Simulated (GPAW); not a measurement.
# Al (Fm-3m) in GPAW: notebook, part 2 of 3

GPAW 26.7.0. Earlier steps stand in the parts before.

## Step 4: Band structure, BLYP

run.py reads:

```python
from ase.dft.bandgap import bandgap
from ase.io import read, write
from ase.units import GPa
from gpaw import GPAW, PW, setup_paths

setup_paths.insert(0, '.')

atoms = read('Al.cif')

calc = GPAW(mode=PW(600),
            xc='BLYP',
            kpts={'size': (11, 11, 11), 'gamma': True},
            occupations={'name': 'fermi-dirac', 'width': 0.05},
            nbands=7,
            convergence={'density': 1e-05, 'energy': 1e-05},
            eigensolver='davidson',
            maxiter=150,
            txt='gpaw.txt')
atoms.calc = calc
energy = atoms.get_potential_energy()
forces = atoms.get_forces()
stress = atoms.get_stress()
calc.write('gs.gpw')
write('result.traj', atoms)
print(f'Energy: {energy:.6f} eV')
print('Forces (eV/A):')
print(forces.round(4))
print('Stress (GPa):', (stress / GPa).round(3))
print('Fermi level:', round(calc.get_fermi_level(), 4), 'eV')
print(f'Gap: {bandgap(calc)[0]:.4f} eV, direct: {bandgap(calc, direct=True)[0]:.4f} eV')

path = atoms.cell.bandpath('GXWKGLUWLK,UX', npoints=100, eps=1e-4)
bs_calc = calc.fixed_density(kpts=path, symmetry='off', nbands=13,
                             convergence={'bands': 'CBM+6.0', 'eigenstates': 1e-6}, txt='bands.txt')
bs = bs_calc.band_structure()
bs.write('bs.json')
print(f'Gap on the path: {bandgap(bs_calc)[0]:.4f} eV')
```

Al.cif reads:

```cif
data_Al
_cell_length_a 2.86350669
_cell_length_b 2.86350669
_cell_length_c 2.86350669
_cell_angle_alpha 60.00000000
_cell_angle_beta 60.00000000
_cell_angle_gamma 60.00000000
_space_group_name_H-M_alt 'P1'
_space_group_name_Hall 'P 1'
_space_group_IT_number 1
loop_
_space_group_symop_operation_xyz
'x,y,z'
loop_
_atom_site_label
_atom_site_type_symbol
_atom_site_symmetry_multiplicity
_atom_site_Wyckoff_symbol
_atom_site_fract_x
_atom_site_fract_y
_atom_site_fract_z
_atom_site_occupancy
Al1 Al 1 a 0.0000000000 0.0000000000 0.0000000000 1
```

Potentials or basis: PAW data sets generated in the run's folder for this functional, pw.

Started as:

```console
gpaw-setup -f BLYP Al
OMP_NUM_THREADS=1 python run.py
```

gpaw.txt:

```text
__  _  _
 | _ |_)|_||  |
 |__||  | ||/\| - 26.7.0

Input parameters:
  mode=PW(ecut=600.0),
  convergence={'density': 1e-05, 'energy': 1e-05},
  eigensolver=Davidson(niter=2),
  kpts=MonkhorstPack(size=(11, 11, 11), gamma=True),
  maxiter=150,
  nbands=7,
  occupations=Occupations(name='fermi-dirac', width=0.05),
  xc=XC(name='BLYP')

Diagonalizing LCAO Hamiltonian
Converting LCAO to pw mode

       Al

Atoms  # Å, Bohr magnetons
|   | symbol |        x |        y |        z |    initial magnetic moments |
|---|--------|----------|----------|----------|-----------------------------|
| 0 |     Al | 0.000000 | 0.000000 | 0.000000 | ( 0.0000,  0.0000,  0.0000) |

Unit cell  # Å
| periodic |        x |        y |        z |  lengths |    angles |
|----------|----------|----------|----------|----------|-----------|
|      yes | 2.863507 | 0.000000 | 0.000000 | 2.863507 | 60.000000 |
|      yes | 1.431753 | 2.479870 | 0.000000 | 2.863507 | 60.000000 |
|      yes | 1.431753 | 0.826623 | 2.338043 | 2.863507 | 60.000000 |

Number of symmetries: 48
Symmetry operations  # r_c * U_cc + t_c -> r_c
|    | kind |            matrix            |
|----|------|------------------------------|
|  0 |  σ   |  1, 0, 0,  1, 0,-1,  1,-1, 0 |
|  1 |  C2  |  1, 0, 0,  1,-1, 0,  1, 0,-1 |
|  2 |  E   |  1, 0, 0,  0, 1, 0,  0, 0, 1 |
|  3 |  σ   |  1, 0, 0,  0, 0, 1,  0, 1, 0 |
|  4 |  C4  |  1, 0,-1,  1, 0, 0,  1,-1, 0 |
|  5 |  S6  |  1, 0,-1,  1,-1, 0,  1, 0, 0 |
|  6 |  σ   |  1, 0,-1,  0, 1,-1,  0, 0,-1 |
|  7 |  C3  |  1, 0,-1,  0, 0,-1,  0, 1,-1 |
|  8 |  S6  |  1,-1, 0,  1, 0, 0,  1, 0,-1 |
|  9 |  C4  |  1,-1, 0,  1, 0,-1,  1, 0, 0 |
| 10 |  C3  |  1,-1, 0,  0,-1, 1,  0,-1, 0 |
| 11 |  σ   |  1,-1, 0,  0,-1, 0,  0,-1, 1 |
| 12 |  σ   |  0, 1, 0,  1, 0, 0,  0, 0, 1 |
| 13 |  C4  |  0, 1, 0,  0, 1,-1, -1, 1, 0 |
| 14 |  C3  |  0, 1, 0,  0, 0, 1,  1, 0, 0 |
| 15 |  S6  |  0, 1, 0, -1, 1, 0,  0, 1,-1 |
| 16 |  C2  |  0, 1,-1,  1, 0,-1,  0, 0,-1 |
| 17 |  σ   |  0, 1,-1,  0, 1, 0, -1, 1, 0 |
| 18 |  S4  |  0, 1,-1,  0, 0,-1,  1, 0,-1 |
| 19 |  C4  |  0, 1,-1, -1, 1, 0,  0, 1, 0 |
| 20 |  C3  |  0, 0, 1,  1, 0, 0,  0, 1, 0 |
| 21 |  σ   |  0, 0, 1,  0, 1, 0,  1, 0, 0 |
| 22 |  S6  |  0, 0, 1,  0,-1, 1, -1, 0, 1 |
| 23 |  C4  |  0, 0, 1, -1, 0, 1,  0,-1, 1 |
| 24 |  S4  |  0, 0,-1,  1, 0,-1,  0, 1,-1 |
| 25 |  C3  |  0, 0,-1,  0, 1,-1,  1, 0,-1 |
| 26 |  C2  |  0, 0,-1,  0,-1, 0, -1, 0, 0 |
| 27 |  S6  |  0, 0,-1, -1, 0, 0,  0,-1, 0 |
| 28 |  S4  |  0,-1, 1,  1,-1, 0,  0,-1, 0 |
| 29 |  C4  |  0,-1, 1,  0, 0, 1, -1, 0, 1 |
| 30 |  C2  |  0,-1, 1,  0,-1, 0,  1,-1, 0 |
| 31 |  σ   |  0,-1, 1, -1, 0, 1,  0, 0, 1 |
| 32 |  C3  |  0,-1, 0,  1,-1, 0,  0,-1, 1 |
| 33 |  S6  |  0,-1, 0,  0, 0,-1, -1, 0, 0 |
| 34 |  S4  |  0,-1, 0,  0,-1, 1,  1,-1, 0 |
| 35 |  C2  |  0,-1, 0, -1, 0, 0,  0, 0,-1 |
| 36 |  C2  | -1, 1, 0,  0, 1, 0,  0, 1,-1 |
| 37 |  S6  | -1, 1, 0,  0, 1,-1,  0, 1, 0 |
| 38 |  S4  | -1, 1, 0, -1, 0, 1, -1, 0, 0 |
| 39 |  C3  | -1, 1, 0, -1, 0, 0, -1, 0, 1 |
| 40 |  S6  | -1, 0, 1,  0, 0, 1,  0,-1, 1 |
| 41 |  C2  | -1, 0, 1,  0,-1, 1,  0, 0, 1 |
| 42 |  C3  | -1, 0, 1, -1, 1, 0, -1, 0, 0 |
| 43 |  S4  | -1, 0, 1, -1, 0, 0, -1, 1, 0 |
| 44 |  C2  | -1, 0, 0,  0, 0,-1,  0,-1, 0 |
| 45 |  i   | -1, 0, 0,  0,-1, 0,  0, 0,-1 |
| 46 |  σ   | -1, 0, 0, -1, 1, 0, -1, 0, 1 |
| 47 |  C2  | -1, 0, 0, -1, 0, 1, -1, 1, 0 |

BZ-sampling:
  Number of BZ points: 1331
  Number of IBZ points: 56

  Monkhorst-Pack size: [11, 11, 11]
  Monkhorst-Pack shift: [0, 0, 0]

K-points  # in reciprocal-cell coordinates
|     |                                coordinates |     weight |
|-----|--------------------------------------------|------------|
|   0 | (  0.00000000,   0.00000000,   0.00000000) | 0.00075131 |
|   1 | (  0.09090909,   0.09090909,   0.00000000) | 0.00450789 |
|   2 | (  0.09090909,   0.09090909,   0.09090909) | 0.00601052 |
|   3 | (  0.18181818,   0.09090909,   0.09090909) | 0.00901578 |
|   4 | (  0.18181818,   0.18181818,   0.00000000) | 0.00450789 |
|   5 | (  0.18181818,   0.18181818,   0.09090909) | 0.01803156 |
|   6 | (  0.18181818,   0.18181818,   0.18181818) | 0.00601052 |
|   7 | (  0.27272727,   0.18181818,   0.09090909) | 0.01803156 |
|   8 | (  0.27272727,   0.18181818,   0.18181818) | 0.01803156 |
|   9 | (  0.27272727,   0.27272727,   0.00000000) | 0.00450789 |
| ... |                                            |            |
|  55 | (  0.45454545,   0.45454545,   0.45454545) | 0.00601052 |

Plane wave coefficients: 564
Cutoff: 600.0 eV

Spin-components: 1 (collinear spins)
Bands:           7
Projectors:      5
Spin-degeneracy: 2
Datatype:        complex128

Parallelization:
  kpt:    1
  domain: 1
  band:   1

Density:
  Valence electrons: 3.0
  Components: 1
  Grid points: [18 18 18]
  Charge: 0.0  # |e|

Potential:
  Grid points: [18 18 18]

species:
  Al:
    name:    Aluminium
    Z:       13.0
    valence: 3
    core:    10
    charge:  0.0  # [|e|]
    compensation charges:
      type: gauss
      rc: 0.34  # [Å]
      lmax: 2
    cutoffs:
      filter: 1.91  # [Å]
      core: 2.36  # [Å]
    projectors
    | kind |    occ | energy [eV] | rcut [Å] |
    |------|--------|-------------|----------|
    |   3s |  2.000 |      -7.631 |    1.085 |
    |   3p |  1.000 |      -2.564 |    1.085 |
    |    s |        |      19.581 |    1.085 |
    |    p |        |      24.648 |    1.085 |
    |    d |        |       0.000 |    1.085 |

    Using partial waves for Al as LCAO basis

Reference energy: -6607.531328  # eV

eigensolver:
  Davidson
  Converge bands: occupied
  niter=2

density mixing:
  MSR1-Mixer
  Pratt-step length: 0.05
  Maximum mixing coefficient: 0.75
  Old densities: 10
  SVD Regularization: 0.005
  Good broyden scale: 1.0
  Trust region scale: 1.0
  Backstep threshold: 4.0
  History deletion threshold: 6.0
  Fourier metric: weight=20.0, sigma=0.015

occupation numbers:
  Fermi-Dirac:
    width: 0.0500  # eV

poisson solver:
  ecut: 4800.0  # eV

xc functional:
  name: BLYP with 2 nearest neighbor stencil

convergence criteria:
- Maximum integral of absolute [dens]ity change: 1e-05 electrons / valence electron
- Maximum [total energy] change in last 3 cyles: 1e-05 eV / valence electron
- Maximum integral of absolute [eigenst]ate change: 4e-08 eV^2 / valence electron
maximum number of iterations: 150

SCF iterations
|iter     | |      energy | eigst |  dens |
|---------|-|-------------|-------|-------|
|iter:   1| |   -2.623632 | -0.21 |       |
|iter:   2| |   -2.625434 | -2.93 | -1.02 |
|iter:   3| |   -2.636871 | -3.52 | -1.04 |
|iter:   4| |   -2.638861 | -4.22 | -1.54 |
|iter:   5| |   -2.638875 | -6.62 | -2.75 |
|iter:   6| |   -2.638879c| -6.85 | -3.15 |
|iter:   7| |   -2.638879c| -9.05c| -4.48 |
|iter:   8| |   -2.638879c| -9.10c| -4.86 |
|iter:   9| |   -2.638879c|-11.71c| -6.18c|

Converged in 9 steps
Energy contributions relative to reference atoms: (reference = -6607.531328)

Energy contributions:
  Kinetic:           4.647174
  Coulomb:          -2.684526
  Zero:              0.000423
  External:          0.000000
  Xc:               -4.599975
  Entropy:          -0.003949
  Spinorbit:         0.000000
  ----------------------------
  Free energy:      -2.640853
  Extrapolated:     -2.638879

dipole moment: (-9.877877, -5.702995, -4.032626)  # |e|*Ang

Fermi level: 7.589
Eigenvalues  # (at kpt = [0.000, 0.000, 0.000])
| band index |      eig [eV] | occ [0-2] |
|------------|---------------|-----------|
|          0 |        -3.508 |     2.000 |
|          1 |        20.088 |     0.000 |
|          2 |        20.088 |     0.000 |
|          3 |        20.089 |     0.000 |
|          4 |        21.405 |     0.000 |
|          5 |        21.405 |     0.000 |
|          6 |        21.405 |     0.000 |

No gap
No difference between direct/indirect transitions

Forces  # eV/Ang
|       x |       y |       z |
|---------|---------|---------|
| 0.00000 | 0.00000 | 0.00000 |  # Al   0

Stress tensor  # eV/Ang^3
|         x |         y |         z |
|-----------|-----------|-----------|
| -0.018831 |  0.000000 | -0.000000 |
|  0.000000 | -0.018831 | -0.000000 |
|  0.000000 | -0.000000 | -0.018831 |

# Writing to gs.gpw (mode='')
```

It took 6.7 s on 1 thread of AMD EPYC 9R45 (Zen 5), shared host; peak memory 0.16 GiB.

Results:

| Quantity | Value |
| --- | --- |
| Free energy | -2.6409 eV |
| Pressure | 3.0 GPa |
| Band gap along the path | none (metal or under the smearing width) |

Levels at the corners of the path, in eV from the Fermi level:
```
point  band 1  band 2  band 3  band 4  band 5
    Γ  -11.10   12.50   12.50   12.50   13.82
    X   -2.93   -1.61    5.24    5.49    5.49
    W   -0.86   -0.86    0.32    0.86   15.71
    K   -1.90   -1.33   -0.48    6.45    8.13
    Γ  -11.10   12.50   12.50   12.50   13.82
    L   -4.50   -4.47   11.12   11.12   11.43
    U   -1.90   -1.33   -0.48    6.45    8.13
    W   -0.86   -0.86    0.32    0.86   15.71
    L   -4.50   -4.47   11.12   11.12   11.43
    K   -1.90   -1.33   -0.48    6.45    8.13
    U   -1.90   -1.33   -0.48    6.45    8.13
    X   -2.93   -1.61    5.24    5.49    5.49
```

(Part 2 of 3 ends here.)
